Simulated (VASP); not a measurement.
# Si2Ge in VASP: notebook, part 2 of 2

VASP 6.6.1. Earlier steps stand in the parts before.

### 3 Relaxation of cell and atoms, PBE

This run uses another cell than the first one, of 18.90 Å³/atom, 1.151 times its volume.

Input file INCAR:

```
ALGO = Fast ; EDIFF = 1E-4
EDIFFG = -0.08 ; ENCUT = 520
GGA = PE ; IBRION = 2
ISIF = 3 ; ISMEAR = 0
LASPH = True ; LCHARG = False
LREAL = False ; LWAVE = False
NELM = 60 ; NSW = 24
PREC = Normal ; SIGMA = 0.15
```

Input file KPOINTS:

```
k-points
0
Gamma
  5 5 7
```

Input file POSCAR:

```
Si2Ge
1.0
    2.8655970800     -3.2805994600      0.0000000000
    2.8655970800      3.2805994600      0.0000000000
    0.0000000000      0.0000000000      3.0157312600
Si Ge
2 1
Direct
    0.3202689300      0.6797310700      0.0000000000
    0.6797310700      0.3202689300      0.0000000000
    0.0000000000      0.0000000000      0.0000000000
```

Potentials or basis: VASP PAW PBE potentials, release 64 (Si, Ge_d).

Started as:

```
$ cat potpaw_PBE.64/Si/POTCAR potpaw_PBE.64/Ge_d/POTCAR > POTCAR
$ mpirun -np 1 vasp_std > vasp.out
```

OUTCAR:

```text
EDIFF = 1E-4
   EDIFFG = -0.08
   ENCUT = 520
   GGA = PE
   IBRION = 2
   ISIF = 3
   ISMEAR = 0
   LASPH = True
   LREAL = False
   NELM = 60
   NSW = 24
   PREC = Normal

 ion  position               nearest neighbor table
   1  0.320  0.680  0.000-   3 2.10   2 2.36   2 3.01   2 3.01
   2  0.680  0.320  0.000-   3 2.10   1 2.36   1 3.01   1 3.01
   3  0.000  0.000  0.000-   1 2.10   2 2.10

  LATTYP: Found a base centered orthorhombic cell.
 ALAT       =     5.7311941600
 B/A-ratio  =     1.1448223070
 C/A-ratio  =     0.5261959682

  Lattice vectors:

 A1 = (   2.8655970800,  -3.2805994600,   0.0000000000)
 A2 = (   2.8655970800,   3.2805994600,   0.0000000000)
 A3 = (   0.0000000000,   0.0000000000,   3.0157312600)

Analysis of symmetry for initial positions (statically):
=====================================================================
 Subroutine PRICEL returns:
 Original cell was already a primitive cell.

 Routine SETGRP: Setting up the symmetry group for a
 base centered orthorhombic supercell.

 Subroutine GETGRP returns: Found  8 space group operations
 (whereof  8 operations were pure point group operations)
 out of a pool of  8 trial point group operations.

The static configuration has the point symmetry D_2h.

Analysis of symmetry for dynamics (positions and initial velocities):
[... 250 lines left out ...]
      2     -19.0398      2.00000
      3     -19.0277      2.00000
      4     -19.0075      2.00000
      5     -18.9774      2.00000
      6      -6.2195      2.00000
      7      -1.1087      2.00000
      8      -0.4404      2.00000
      9       2.7112      2.00000
     10       2.9929      2.00000
     11       3.5727      2.00000
     12       3.7115      2.00000
     13      10.2056      0.00000
     14      10.5330      0.00000
[... 445 lines left out ...]
  FREE ENERGIE OF THE ION-ELECTRON SYSTEM (eV)
  ---------------------------------------------------
  free  energy   TOTEN  =       -13.5496497581 eV

  energy  without entropy=      -13.5327477326  energy(sigma->0) =      -13.54119875

[... ionic steps 4 to 13 ...]

--------------------------------------- Ionic step       14  -------------------------------------------

 number of electron      22.0000017 magnetization

------------------------ aborting loop because EDIFF is reached ----------------------------------------
[... 69 lines left out ...]
--------------------------------------- Ionic step       16  -------------------------------------------

 number of electron      22.0000032 magnetization

 Free energy of the ion-electron system (eV)
  ---------------------------------------------------
  ext. energy  EPLUGINS =         0.00000000
  ---------------------------------------------------
  free energy    TOTEN  =       -14.26060930 eV

  energy without entropy =      -14.24348873  energy(sigma->0) =      -14.25204902

 E-fermi :   8.1956     XC(G=0): -11.0596

 val. band max:        8.1803523664   @ k =   0.4000   0.4000   0.1429
 cond. band min:       8.2019766220   @ k =   0.2000  -0.0000   0.2857
 fundamental gap:      0.0216242556
 Fermi energy:         8.1956174598

 k-point     1 :       0.0000    0.0000    0.0000
  band No.  band energies     occupation
      1     -16.5536      2.00000
      2     -16.4413      2.00000
      3     -16.4317      2.00000
      4     -16.3271      2.00000
      5     -16.3159      2.00000
      6      -5.3739      2.00000
      7       1.6142      2.00000
      8       2.2799      2.00000
      9       4.0242      2.00000
     10       4.4102      2.00000
     11       4.6290      2.00000
     12       4.6379      2.00000
     13      15.2565      0.00000
     14      16.3145      0.00000
[... 445 lines left out ...]
  FREE ENERGIE OF THE ION-ELECTRON SYSTEM (eV)
  ---------------------------------------------------
  free  energy   TOTEN  =       -14.2606092979 eV

  energy  without entropy=      -14.2434887338  energy(sigma->0) =      -14.25204902

 reached required accuracy - stopping structural energy minimisation
```

OSZICAR:

```text
N       E                     dE             d eps       ncg     rms          rms(c)
DAV:   1     0.115186045718E+03    0.11519E+03   -0.11207E+04  1122   0.271E+03
DAV:   2     0.383399927047E+00   -0.11480E+03   -0.11310E+03  1192   0.510E+02
DAV:   3    -0.118463817956E+02   -0.12230E+02   -0.12048E+02  1388   0.106E+02
DAV:   4    -0.121658728283E+02   -0.31949E+00   -0.31909E+00  1311   0.179E+01
[... 109 lines left out ...]
       N       E                     dE             d eps       ncg     rms          rms(c)
DAV:   1    -0.142628362676E+02   -0.25029E-02   -0.53128E-02  1297   0.297E+00    0.266E-01
RMM:   2    -0.142612327875E+02    0.16035E-02   -0.25170E-03  1284   0.649E-01    0.149E-01
RMM:   3    -0.142606301879E+02    0.60260E-03   -0.10219E-03  1262   0.377E-01    0.302E-02
RMM:   4    -0.142606092979E+02    0.20890E-04   -0.16358E-04   693   0.149E-01
  16 F= -.14260609E+02 E0= -.14252049E+02  d E =-.203420E-02
```

CONTCAR:

```text
Si2Ge
   1.00000000000000
     2.4724514292872728   -3.8620990893434777    0.0000000000000000
     2.4724514292872728    3.8620990893434777    0.0000000000000000
     0.0000000000000000    0.0000000000000000    2.5774834057443177
  Si              Ge
     2     1
Direct
     0.3362457662701268    0.6637542337298733    0.0000000000000000
     0.6637542337298733    0.3362457662701268    0.0000000000000000
     0.0000000000000000    0.0000000000000000    0.0000000000000000

  0.00000000E+00  0.00000000E+00  0.00000000E+00
  0.00000000E+00  0.00000000E+00  0.00000000E+00
  0.00000000E+00  0.00000000E+00  0.00000000E+00
```

Wall time 95 s (1 thread of Intel Xeon Platinum 8488C (Sapphire Rapids), shared host); peak memory 0.15 GiB.

What came out:

- Free energy: -14.2606 eV
- Relaxed volume: 16.41 Å³/atom
- Relaxed cell: a = 4.586 Å, b = 4.586 Å, c = 2.577 Å, α = 90.00°, β = 90.00°, γ = 114.75°
- Space group after relaxing (to 0.05 Å): Cmmm (No. 65)
- Energy gained by relaxing: 770.6 meV/atom
- Ionic steps: 16
- Pressure after relaxing: 0.3 GPa
- Largest force after relaxing: 0.006 eV/Å
- Band gap on the k mesh: none (metal or under the smearing width)

Forces on the atoms (eV/Å):
```
Si   0.000 -0.006  0.000
Si   0.000  0.006  0.000
Ge   0.000  0.000  0.000
```

Stress tensor (GPa, compression positive):
```
0.41 0.00 0.00
0.00 0.26 0.00
0.00 0.00 0.16
```

The path:
```
step  energy change (eV)  largest force (eV/Å)  pressure (GPa)  volume (Å³)
   1              0.0000                3.2653           11.69        56.70
   2             -1.4435                0.0460          -12.96        66.41
   3             -1.6010                0.2215           -9.86        62.83
   4             -2.1944                0.0617           -5.82        53.87
   5             -2.2877                0.3294            0.48        49.81
   6             -2.2875                0.2980           -1.46        50.34
   7             -2.2881                0.3123            0.16        50.08
   8             -2.3038                0.2316            0.16        49.79
   9             -2.3051                0.2158           -0.71        49.73
  10             -2.3056                0.1843           -0.70        49.61
  11             -2.3098                0.0474            1.16        48.86
  12             -2.3099                0.0778            0.09        49.01
  13             -2.3099                0.0676            1.39        48.94
  14             -2.3099                0.0712            0.89        48.98
  15             -2.3117                0.0457           -0.60        49.36
  16             -2.3119                0.0057            0.28        49.22
```

Final structure:
```
Si Ge
1.0
     2.47245   -3.86210    0.00000
     2.47245    3.86210    0.00000
     0.00000    0.00000    2.57748
Si Ge
2 1
Direct
  0.33625 0.66375 0.00000
  0.66375 0.33625 0.00000
  0.00000 0.00000 0.00000
```

Caveat: the relaxation stopped at a loose force limit of 0.08 eV/Å, so its end isn't a converged minimum.

### 4 Relaxation of cell and atoms, PBE

This run uses another cell than the first one: it holds 6 atoms, not 3.

INCAR is that of step 3.

Input file KPOINTS:

```
k-points
0
Gamma
  5 5 2
```

Input file POSCAR:

```
Si2Ge
1.0
    3.8900000000      0.0000000000      0.0000000000
   -1.9450000000      3.3688388200      0.0000000000
    0.0000000000      0.0000000000      9.5300000000
Si Ge
4 2
Direct
    0.0000000000      0.0000000000      0.8750000000
    0.0000000000      0.0000000000      0.1250000000
    0.3333333300      0.6666666700      0.5417000000
    0.6666666700      0.3333333300      0.4583000000
    0.3333333300      0.6666666700      0.7917000000
    0.6666666700      0.3333333300      0.2083000000
```

Started as:

```
$ cat potpaw_PBE.64/Si/POTCAR potpaw_PBE.64/Ge_d/POTCAR > POTCAR
$ mpirun -np 1 vasp_std > vasp.out
```

Run time: 1.8 min. Hardware: 1 thread of Intel Xeon Platinum 8488C (Sapphire Rapids), shared host; peak memory 0.19 GiB.

It converged, with:

```yaml
Free_energy: -30.5192 eV
Relaxed_volume: 21.34 Å³/atom
Relaxed_cell: a = 3.928 Å, b = 3.928 Å, c = 9.584 Å, α = 90.00°, β = 90.00°, γ = 120.00°
Space_group_after_relaxing_to_0.05_Å: P-3m1 (No. 164)
Energy_gained_by_relaxing: 7.9 meV/atom
Ionic_steps: 10
Pressure_after_relaxing: 0.0 GPa
Largest_force_after_relaxing: 0.055 eV/Å
Band_gap_on_the_k_mesh: 0.74 eV, indirect (least direct gap 1.09 eV)
```

Forces in eV/Å, atoms in the order of the input:
```
Si   0.000  0.000  0.023
Si   0.000  0.000 -0.023
Si   0.000  0.000 -0.049
Si   0.000  0.000  0.049
Ge   0.000  0.000  0.055
Ge   0.000  0.000 -0.055
```

Stress tensor (GPa, compression positive):
```
 0.02  0.00  0.00
 0.00  0.02  0.00
 0.00  0.00 -0.08
```

The path:
```csv
step,energy change (eV),largest force (eV/Å),pressure (GPa),volume (Å³)
1,0.0000,0.4785,2.29,124.89
2,-0.0401,0.0418,-1.24,130.35
3,-0.0455,0.1404,0.58,128.93
4,-0.0445,0.0938,-1.28,129.51
5,-0.0453,0.1205,-0.12,129.19
6,-0.0451,0.1120,-0.81,129.28
7,-0.0452,0.0520,0.94,127.32
8,-0.0473,0.0823,-0.73,128.29
9,-0.0468,0.0457,0.87,127.84
10,-0.0472,0.0547,-0.01,128.07
```

Final structure:
```
Si Ge
1.0
     3.92800    0.00000    0.00000
    -1.96400    3.40174    0.00000
     0.00000    0.00000    9.58436
Si Ge
4 2
Direct
  0.00000 0.00000 0.87712
  0.00000 0.00000 0.12288
  0.33333 0.66667 0.53948
  0.66667 0.33333 0.46052
  0.33333 0.66667 0.79206
  0.66667 0.33333 0.20794
```

Levels at points of the mesh, in eV from the valence-band top:
```csv
k point,band 19,band 20,band 21,band 22,band 23,band 24,band 25,band 26
"(0.00, 0.00, 0.00)",-0.97,-0.01,0.00,0.00,1.09,1.25,2.01,2.47
"(0.00, 0.00, 0.50)",-0.58,-0.58,-0.38,-0.38,0.99,1.81,1.81,2.98
```

Caveat: an odd mesh through Γ misses points on the zone boundary, where band edges often lie; the relaxation stopped at a loose force limit of 0.08 eV/Å, so its end isn't a converged minimum.

### 5 Summary

| k mesh | gap on the mesh (eV) | pressure (GPa) | relaxed volume (Å³/atom) | largest force (eV/Å) |
| --- | --- | --- | --- | --- |
| 7 × 7 × 7 | none | 0.0 | 18.98 | - |
| 5 × 5 × 7 | none | 0.3 | 16.41 | 0.01 |
| 5 × 5 × 2 | 0.74 | 0.0 | 21.34 | 0.05 |

Alike in all rows: task relaxation of cell and atoms; level PBE; potentials or basis VASP PAW PBE potentials, release 64 (Si, Ge_d); no spin polarisation; cell relaxed; cutoff (eV) 520; smearing gaussian 0.15 eV.

Caveats: the relaxation stopped at a loose force limit of 0.08 eV/Å, so its end isn't a converged minimum; the volume moved by over 15 % at a fixed basis, so the end points are rough (some runs); an odd mesh through Γ misses points on the zone boundary, where band edges often lie (some runs).

Absolute energies hang on the potentials; compare differences alone.
